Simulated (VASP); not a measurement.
**SnSe2 (1T (CdI2) bulk): a HSE06 single-point calculation in VASP**

INCAR, step 1 (PBE orbitals to start from)

```
PREC = Accurate
NBANDS = 20
NELM = 120
LCHARG = .FALSE.
ISMEAR = 0
EDIFF = 1E-5
LWAVE = .TRUE.
SIGMA = 0.01
LREAL = .FALSE.
LASPH = .TRUE.
GGA = PE
ENCUT = 520
```

INCAR, step 2

```
LWAVE = .FALSE.
LCHARG = .FALSE.
PRECFOCK = Fast
AEXX = 0.25
ENCUT = 520
HFSCREEN = 0.2079
LASPH = .TRUE.
EDIFF = 1E-7
ISTART = 1
LREAL = .FALSE.
NBANDS = 20
ISIF = 2
NSW = 0
IBRION = -1
ALGO = Normal
ISMEAR = 0
SIGMA = 0.01
LHFCALC = .TRUE.
NELM = 120
GGA = PE
PREC = Accurate
```

KPOINTS

```
KPOINTS created by Atomic Simulation Environment
0
Gamma
6 6 4
0 0 0
```

KPOINTS_OPT

```
special points
8
Reciprocal
0.0000000000 0.0000000000 0.0000000000 1
0.5000000000 0.0000000000 0.0000000000 1
0.3333333333 0.3333333333 0.0000000000 1
0.0000000000 0.0000000000 0.5000000000 1
0.5000000000 0.0000000000 0.5000000000 1
0.3333333333 0.3333333333 0.5000000000 1
0.0833333333 0.0833333333 0.0000000000 1
0.5000000000 0.0000000000 0.3500000000 1
```

POSCAR

```
Sn Se
 1.0000000000000000
     3.8251493340507654    0.0000000000000000   -0.0000000000000000
    -1.9125746670253827    3.3126764965570907   -0.0000000000000000
    -0.0000000000000000   -0.0000000000000000    6.2270788927462952
 Sn  Se
   1   2
Cartesian
  0.0000000000000000  0.0000000000000000 -0.0000000000000000
 -0.0000000000000001  2.2084509977047269  1.5759381138061268
  1.9125746670253825  1.1042254988523634  4.6511407789401682
```

VASP ran with the recommended PBE PAW datasets (26 valence electrons in the cell).

Command

```
mpirun -np 1 vasp_std
```

From OUTCAR

```
k-points           NKPTS =     24   k-points in BZ     NKDIM =    144   number of bands    NBANDS=     20

   NELECT =      26.0000    total number of electrons

   dimension x,y,z NGX =    28 NGY =   28 NGZ =   48
   dimension x,y,z NGXF=    56 NGYF=   56 NGZF=   96

  energy-cutoff  :      520.00
  volume of cell :       78.91
      direct lattice vectors                 reciprocal lattice vectors
     3.825149334  0.000000000  0.000000000     0.261427702  0.150935354  0.000000000
    -1.912574667  3.312676497  0.000000000     0.000000000  0.301870708  0.000000000
     0.000000000  0.000000000  6.227078893     0.000000000  0.000000000  0.160588940

 k-points in reciprocal lattice and weights: KPOINTS created by Atomic Simulation Env
   0.00000000  0.00000000  0.00000000       0.007
   0.16666667 -0.00000000  0.00000000       0.042
   0.33333333  0.00000000  0.00000000       0.042
   0.50000000 -0.00000000  0.00000000       0.021
   0.16666667  0.16666667  0.00000000       0.042
   0.33333333  0.16666667  0.00000000       0.083
   0.33333333  0.33333333  0.00000000       0.014
   0.00000000  0.00000000  0.25000000       0.014
   ...

 E-fermi :   3.4090

 k-point     1 :       0.0000    0.0000    0.0000
  band No.  band energies     occupation
      1     -19.8921      2.00000
      2     -19.8921      2.00000
      3     -19.8388      2.00000
      4     -19.8290      2.00000
      5     -19.8290      2.00000
      6     -11.6857      2.00000
      7      -9.8887      2.00000
      8      -3.1967      2.00000
      9       2.7817      2.00000
     10       2.7817      2.00000
     11       3.0997      2.00000
     12       3.0997      2.00000
     13       3.2456      2.00000
     14       5.1576      0.00000
     15       7.2889      0.00000
     16       8.9900      0.00000
     17       8.9900      0.00000
     18      12.4081      0.00000
     19      13.3893      0.00000
     20      13.3893      0.00000

 k-point     2 :       0.1667   -0.0000    0.0000
  band No.  band energies     occupation
      1     -19.9054      2.00000
      2     -19.8848      2.00000
      3     -19.8359      2.00000
      4     -19.8297      2.00000
      5     -19.8261      2.00000
      6     -11.3927      2.00000
      7      -9.7062      2.00000
      8      -3.1287      2.00000
      9       0.6772      2.00000
     10       1.8408      2.00000
     11       1.9333      2.00000
     12       3.2750      2.00000
     13       3.3616      2.00000
     14       6.3928      0.00000
     15       7.9795      0.00000
     16       9.1209      0.00000
     17       9.4570      0.00000
     18      11.5737      0.00000
     19      12.6192      0.00000
     20      13.6912      0.00000

 k-point     3 :       0.3333    0.0000    0.0000
  band No.  band energies     occupation
      1     -19.9345      2.00000
      2     -19.8760      2.00000
      3     -19.8451      2.00000
      4     -19.8142      2.00000
      5     -19.8133      2.00000
      6     -10.6144      2.00000
      7      -9.3807      2.00000
      8      -3.5688      2.00000
      9      -0.9011      2.00000
     10       0.3513      2.00000
     11       1.0460      2.00000
     12       2.7600      2.00000
     13       3.2308      2.00000
     14       5.5891      0.00000
     15       8.2093      0.00000
     16       9.7667      0.00000
     17       9.9900      0.00000
     18      10.9050      0.00000
     19      13.4548      0.00000
     20      14.2242      0.00000

 k-point     4 :       0.5000   -0.0000    0.0000
  band No.  band energies     occupation
      1     -19.9495      2.00000
      2     -19.8742      2.00000
      3     -19.8496      2.00000
      4     -19.8057      2.00000
      5     -19.8048      2.00000
      6      -9.9461      2.00000
      7      -9.3934      2.00000
      8      -4.1999      2.00000
      9      -1.3144      2.00000
     10       0.2391      2.00000
     11       0.7082      2.00000
     12       2.1011      2.00000
     13       3.1201      2.00000
     14       5.1792      0.00000
     15       8.0106      0.00000
     16       9.6015      0.00000
     17       9.7014      0.00000
     18      11.3881      0.00000
     19      14.4156      0.00000
     20      15.1183      0.00000

 k-point     5 :       0.1667    0.1667    0.0000
  band No.  band energies     occupation
      1     -19.9210      2.00000
      2     -19.8832      2.00000
      3     -19.8377      2.00000
      4     -19.8280      2.00000
      5     -19.8130      2.00000
      6     -10.8506      2.00000
      7      -9.4434      2.00000
      8      -3.3169      2.00000
      9      -0.2290      2.00000
     10      -0.1184      2.00000
     11       1.9435      2.00000
     12       2.1564      2.00000
     13       3.1922      2.00000
     14       6.2699      0.00000
     15       9.3218      0.00000
     16       9.3382      0.00000
     17      10.0171      0.00000
     18      11.2001      0.00000
     19      11.3575      0.00000
     20      14.6170      0.00000

 k-point     6 :       0.3333    0.1667    0.0000
  band No.  band energies     occupation
      1     -19.9354      2.00000
      2     -19.8862      2.00000
      3     -19.8411      2.00000
      4     -19.8163      2.00000
      5     -19.8050      2.00000
      6     -10.0234      2.00000
      7      -9.3082      2.00000
      8      -4.1056      2.00000
      9      -0.9951      2.00000
     10      -0.0912      2.00000
     11       0.5649      2.00000
     12       1.8929      2.00000
     13       2.4639      2.00000
     14       5.6210      0.00000
     15       9.5684      0.00000
     16       9.6992      0.00000
     17      10.6053      0.00000
     18      11.2047      0.00000
     19      13.0341      0.00000
     20      14.4902      0.00000

 k-point     7 :       0.3333    0.3333    0.0000
  band No.  band energies     occupation
      1     -19.9130      2.00000
      2     -19.9130      2.00000
      3     -19.8253      2.00000
      4     -19.8253      2.00000
      5     -19.8081      2.00000
      6      -9.4743      2.00000
      7      -9.4743      2.00000
      8      -4.4304      2.00000
      9      -0.4572      2.00000
     10      -0.4572      2.00000
     11      -0.1204      2.00000
     12       1.7292      2.00000
     13       1.7292      2.00000
     14       5.3516      0.00000
     15      10.8046      0.00000
     16      10.8046      0.00000
     17      11.6242      0.00000
     18      11.9369      0.00000
     19      12.9062      0.00000
     20      12.9062      0.00000

 k-point     8 :       0.0000    0.0000    0.2500
  band No.  band energies     occupation
      1     -19.8921      2.00000
      2     -19.8921      2.00000
      3     -19.8388      2.00000
      4     -19.8291      2.00000
      5     -19.8291      2.00000
      6     -11.5960      2.00000
      7     -10.0701      2.00000
      8      -2.7463      2.00000
      9       2.0832      2.00000
     10       2.7180      2.00000
     11       2.7180      2.00000
     12       3.1929      2.00000
     13       3.1929      2.00000
     14       6.0284      0.00000
     15       7.2801      0.00000
     16       8.8418      0.00000
     17       8.8418      0.00000
     18      12.5707      0.00000
     19      13.0592      0.00000
     20      13.0592      0.00000

 k-point     9 :       0.1667   -0.0000    0.2500
  band No.  band energies     occupation
      1     -19.9055      2.00000
      2     -19.8848      2.00000
      3     -19.8359      2.00000
      4     -19.8296      2.00000
      5     -19.8261      2.00000
      6     -11.3055      2.00000
      7      -9.8731      2.00000
      8      -2.7828      2.00000
      9       0.6318      2.00000
     10       1.6422      2.00000
     11       1.9417      2.00000
     12       2.9140      2.00000
     13       3.3642      2.00000
     14       6.6074      0.00000
     15       8.0394      0.00000
     16       9.2822      0.00000
     17       9.3080      0.00000
     18      11.2329      0.00000
     19      12.6397      0.00000
     20      13.6287      0.00000

 k-point    10 :       0.0000    0.1667    0.2500
  band No.  band energies     occupation
      1     -19.9055      2.00000
      2     -19.8848      2.00000
      3     -19.8359      2.00000
      4     -19.8296      2.00000
      5     -19.8261      2.00000
      6     -11.3052      2.00000
      7      -9.8721      2.00000
      8      -2.8481      2.00000
      9       0.9450      2.00000
     10       1.7934      2.00000
     11       2.0500      2.00000
     12       2.4787      2.00000
     13       3.1763      2.00000
     14       6.1623      0.00000
     15       8.4557      0.00000
     16       9.5181      0.00000
     17       9.6349      0.00000
     18      11.5562      0.00000
     19      12.4024      0.00000
     20      13.3490      0.00000

 ...

  Total        0.0215079      0.0215079     -0.0320702      0.0000000      0.0000000      0.0000000
  in kB        0.4367135      0.4367135     -0.6511788      0.0000000      0.0000000      0.0000000
  external PRESSURE =       0.0740827 kB  Pullay stress =       0.0000000 kB

 POSITION                                       TOTAL-FORCE (eV/Angst)
 -----------------------------------------------------------------------------------
      0.00000      0.00000      0.00000         0.000000      0.000000      0.000000
      0.00000      2.20845      1.57594        -0.000000      0.000000     -0.237256
      1.91257      1.10423      4.65114         0.000000     -0.000000      0.237256
 -----------------------------------------------------------------------------------
    total drift:                                0.000000     -0.000000     -0.000001

  FREE ENERGIE OF THE ION-ELECTRON SYSTEM (eV)
  ---------------------------------------------------
  free  energy   TOTEN  =       -14.5397826372 eV

  energy  without entropy=      -14.5397826372  energy(sigma->0) =      -14.53978264
```

```yaml
gap_between_bands_v_and_c: 1.34 eV
least_direct_gap: 1.89 eV
pressure: 0.0 GPa
largest_force: 0.24 eV/Å
```

Band v is the last that the valence electrons fill when counted band by band, and c is the next.

The run (its last step) took about 40 min on one core of a shared host (Intel Xeon 6975P-C) and held 0.42 GiB at most.
